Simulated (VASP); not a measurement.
# HfC (Fm-3m) in VASP: notebook, part 2 of 2

VASP 6.6.1. The steps go on from the part before.

### Step 5. Single point, LDA

File INCAR:

```
PREC = Accurate
ENCUT = 450
EDIFF = 1E-7
ISMEAR = -1
SIGMA = 0.15
LREAL = Auto
LASPH = T
NELM = 100
ALGO = Normal
ISIF = 2
LWAVE = F
LCHARG = F
ADDGRID = F
```

File KPOINTS:

```
Automatic mesh
0
Gamma
  13 13 13
```

File POSCAR:

```
HfC
1.0
    0.0000000000      2.3250000000      2.3250000000
    2.3250000000      0.0000000000      2.3250000000
    2.3250000000      2.3250000000      0.0000000000
Hf C
1 1
Direct
    0.5000000000      0.5000000000      0.5000000000
    0.0000000000      0.0000000000      0.0000000000
```

Potentials or basis: VASP PAW LDA potentials, release 64 (Hf, C).

The run is started by

```console
> cat potpaw_LDA.64/Hf/POTCAR potpaw_LDA.64/C/POTCAR > POTCAR
> mpirun -np 1 vasp_std > vasp.out
```

OUTCAR:

```text
PREC = Accurate
   ENCUT = 450
   EDIFF = 1E-7
   ISMEAR = -1
   LREAL = Auto
   LASPH = T
   NELM = 100
   ISIF = 2

 Found     84 irreducible k-points:

 Following reciprocal coordinates:
            Coordinates               Weight
  0.000000  0.000000  0.000000      1.000000
  0.076923  0.000000  0.000000      8.000000
  0.153846  0.000000  0.000000      8.000000
  0.230769  0.000000  0.000000      8.000000
  0.307692  0.000000  0.000000      8.000000
  0.384615  0.000000  0.000000      8.000000
   k-points           NKPTS =     84   k-points in BZ     NKDIM =     84   number of bands    NBANDS=      8
   number of dos      NEDOS =    301   number of ions     NIONS =      2
   total plane-waves  NPLWV =  13824
   dimension x,y,z NGX =    24 NGY =   24 NGZ =   24
   dimension x,y,z NGXF=    48 NGYF=   48 NGZF=   48
   ions per type =               1   1
   NGX,Y,Z   is equivalent  to a cutoff of  12.13, 12.13, 12.13 a.u.
   NGXF,Y,Z  is equivalent  to a cutoff of  24.27, 24.27, 24.27 a.u.
 SYSTEM =  unknown system
   PREC   = accura    normal or accurate (medium, high low for compatibility)
   ISTART =      0    job   : 0-new  1-cont  2-samecut
   ICHARG =      2    charge: 1-file 2-atom 10-const
   ISPIN  =      1    spin polarized calculation?
   LNONCOLLINEAR =      F non collinear calculations
   LSORBIT =      F    spin-orbit coupling
   LASPH  =      T    aspherical Exc in radial PAW
   ENCUT  =  450.0 eV  33.07 Ry    5.75 a.u.   5.69  5.69  5.69*2*pi/ulx,y,z
   NELM   =    100;   NELMIN=  2; NELMDL= -5     # of ELM steps
   EDIFF  = 0.1E-06   stopping-criterion for ELM
   LREAL  =      T    real-space projection
   EDIFFG = 0.1E-05   stopping-criterion for IOM
   NSW    =      0    number of steps for IOM
   IBRION =     -1    ionic relax: 0-MD 1-quasi-New 2-CG
   NFREE  =      0    steps in history (QN), initial steepest desc. (CG)
   ISIF   =      2    stress and relaxation
   ISYM   =      2    0-nonsym 1-usesym 2-fastsym
   POTIM  = 0.5000    time-step for ionic-motion
   TEBEG  =    0.0;   TEEND  =   0.0 temperature during run
   PSTRESS=    0.0 pullay stress
   NELECT =       8.0000    total number of electrons
   NUPDOWN=      -1.0000    fix difference up-down
   EMIN   =  10.00;   EMAX   =-10.00  energy-range for DOS
   EFERMI =   0.00;   METHOD = LEGACY
   ISMEAR =    -1;   SIGMA  =   0.15  broadening in eV -4-tet -1-fermi 0-gaus
   EFERMI_NEDOS =   21; number of points for ismear=-14 and -15
   IALGO  =     38    algorithm
   IMIX   =      4    mixing-type and parameters
     AMIX     =   0.40;   BMIX     =  1.00
     AMIX_MAG =   1.60;   BMIX_MAG =  1.00
  volume/ion in A,a.u.               =      12.57        84.81
  Fermi-wavevector in a.u.,A,eV,Ry     =   1.117734  2.112211 16.998163  1.249330
  Thomas-Fermi vector in A             =   2.254359
   LORBIT       =      0    0 simple, 1 ext, 2 COOP (PROOUT), +10 PAW based schemes
   GGA     = CA    functional components
   LHFCALC =     F    Hartree Fock is set to
   AEXX    =    0.0000 exact exchange contribution
   IVDW    =     0    specifies the selected vdW correction
   LEPSILON=     F    determine dielectric tensor
   LRPA    =     F    only Hartree local field effects (RPA)
 non-spin polarized calculation
  energy-cutoff  :      450.00
  volume of cell :       25.14
 maximum number of plane-waves:       556
   NGX = 11   NGY = 11   NGZ = 11

 number of electron       8.0000000 magnetization

 Free energy of the ion-electron system (eV)
  ---------------------------------------------------
  ext. energy  EPLUGINS =         0.00000000
  ---------------------------------------------------
  free energy    TOTEN  =       -22.93899828 eV

  energy without entropy =      -22.91607515  energy(sigma->0) =      -22.92753671

 E-fermi :   6.2080     XC(G=0): -12.1985

 val. band max:        6.1357978771   @ k =   0.4615   0.4615   0.0000
 cond. band min:       6.2355607881   @ k =   0.0769   0.0000   0.0000
 fundamental gap:      0.0997629110
 Fermi energy:         6.2080192188

 k-point     1 :       0.0000    0.0000    0.0000
  band No.  band energies     occupation
      1      -5.9187      2.00000
      2       7.2400      0.00205
      3       7.2400      0.00205
      4       7.2400      0.00205
      5       7.5245      0.00031
      6       7.5245      0.00031
      7       7.5245      0.00031
      8       9.5439      0.00000
[... 45 lines left out ...]
 k-point     6 :       0.3846    0.0000    0.0000
  band No.  band energies     occupation
      1      -3.0638      2.00000
      2       1.0959      2.00000
      3       3.5020      2.00000
      4       3.5020      2.00000
      5      10.4767      0.00000
      6      10.7201      0.00000
      7      10.7201      0.00000
      8      14.5786      0.00000

 [... further k-points ...]

------------------------ aborting loop because EDIFF is reached ----------------------------------------

  FORCE on cell =-STRESS in cart. coord.  units (eV):
  Direction    XX          YY          ZZ          XY          YZ          ZX
  --------------------------------------------------------------------------------------
  -------------------------------------------------------------------------------------
  Total       -1.8505915     -1.8505915     -1.8505915      0.0000000      0.0000000      0.0000000
  in kB     -117.9566067   -117.9566067   -117.9566067      0.0000000      0.0000000      0.0000000
  external PRESSURE =    -117.9566067 kB  Pullay stress =       0.0000000 kB

 VOLUME and BASIS-vectors are now :
 -----------------------------------------------------------------------------
  energy-cutoff  :      450.00
  volume of cell :       25.14
      direct lattice vectors                 reciprocal lattice vectors
     0.000000000  2.325000000  2.325000000    -0.215053763  0.215053763  0.215053763
     2.325000000  0.000000000  2.325000000     0.215053763 -0.215053763  0.215053763
     2.325000000  2.325000000  0.000000000     0.215053763  0.215053763 -0.215053763

 POSITION                                       TOTAL-FORCE (eV/Angst)
 -----------------------------------------------------------------------------------
      2.32500      2.32500      2.32500        -0.000000      0.000000     -0.000000
      0.00000      0.00000      0.00000         0.000000     -0.000000      0.000000
 -----------------------------------------------------------------------------------
    total drift:                                0.000000     -0.000000     -0.000000

  FREE ENERGIE OF THE ION-ELECTRON SYSTEM (eV)
  ---------------------------------------------------
  free  energy   TOTEN  =       -22.9389982768 eV

  energy  without entropy=      -22.9160751531  energy(sigma->0) =      -22.92753671
```

OSZICAR:

```text
N       E                     dE             d eps       ncg     rms          rms(c)
DAV:   1    -0.176033015802E+01   -0.17603E+01   -0.36021E+03  1344   0.792E+02
DAV:   2    -0.256820546351E+02   -0.23922E+02   -0.23286E+02  2056   0.961E+01
DAV:   3    -0.261584020850E+02   -0.47635E+00   -0.47125E+00  1736   0.174E+01
DAV:   4    -0.261603472549E+02   -0.19452E-02   -0.19452E-02  2208   0.105E+00
DAV:   5    -0.261603478471E+02   -0.59216E-06   -0.59135E-06  1696   0.138E-02    0.196E+01
DAV:   6    -0.231566254876E+02    0.30037E+01   -0.25986E+01  1392   0.240E+01    0.100E+01
DAV:   7    -0.230034957071E+02    0.15313E+00   -0.68788E-01  1472   0.556E+00    0.541E+00
DAV:   8    -0.229406477321E+02    0.62848E-01   -0.62673E-02  1656   0.219E+00    0.272E-01
DAV:   9    -0.229391263065E+02    0.15214E-02   -0.61710E-03  1856   0.370E-01    0.186E-01
DAV:  10    -0.229390070011E+02    0.11931E-03   -0.28848E-04  1736   0.109E-01    0.500E-02
DAV:  11    -0.229389985389E+02    0.84622E-05   -0.29273E-05  1848   0.333E-02    0.121E-02
DAV:  12    -0.229389982794E+02    0.25949E-06   -0.78265E-07  1776   0.554E-03    0.671E-04
DAV:  13    -0.229389982768E+02    0.26495E-08   -0.30619E-08   992   0.131E-03
   1 F= -.22938998E+02 E0= -.22927537E+02  d E =-.229231E-01
```

Run time: 76 s. Hardware: 1 thread of AMD EPYC, shared host; peak memory 0.1 GiB.

The run converged, but some of its settings lie outside the range that counts as converged, so its numbers aren't taken as properties of the crystal.

Results:

```
Free energy            : -22.9390 eV
Band gap on the k mesh : none (metal or under the smearing width)
```

Caveat: the cutoff is under 1.25 times the usual one of these potentials, so pressure, stress and relaxed cells hold a basis-set (Pulay) error.

### Step 6. Single point, LDA

Edit INCAR of step 5 so:

```diff
@@ -2,6 +2,6 @@
 ENCUT = 450
-EDIFF = 1E-7
+EDIFF = 0.01
 ISMEAR = -1
 SIGMA = 0.15
-LREAL = Auto
+LREAL = F
 LASPH = T
```

KPOINTS is that of step 5.

POSCAR is that of step 5.

Potentials or basis: VASP PAW LDA potentials, release 64 (Hf, C).

The run is started by

```console
> cat potpaw_LDA.64/Hf/POTCAR potpaw_LDA.64/C/POTCAR > POTCAR
> mpirun -np 1 vasp_std > vasp.out
```

Wall time 23 s (1 thread of AMD EPYC, shared host); peak memory 0.11 GiB.

The run converged, but some of its settings lie outside the range that counts as converged, so its numbers aren't taken as properties of the crystal.

Results:

| Quantity | Value |
| --- | --- |
| Free energy | -22.9384 eV |
| Band gap on the k mesh | none (metal or under the smearing width) |

Caveat: the cutoff is under 1.25 times the usual one of these potentials, so pressure, stress and relaxed cells hold a basis-set (Pulay) error.
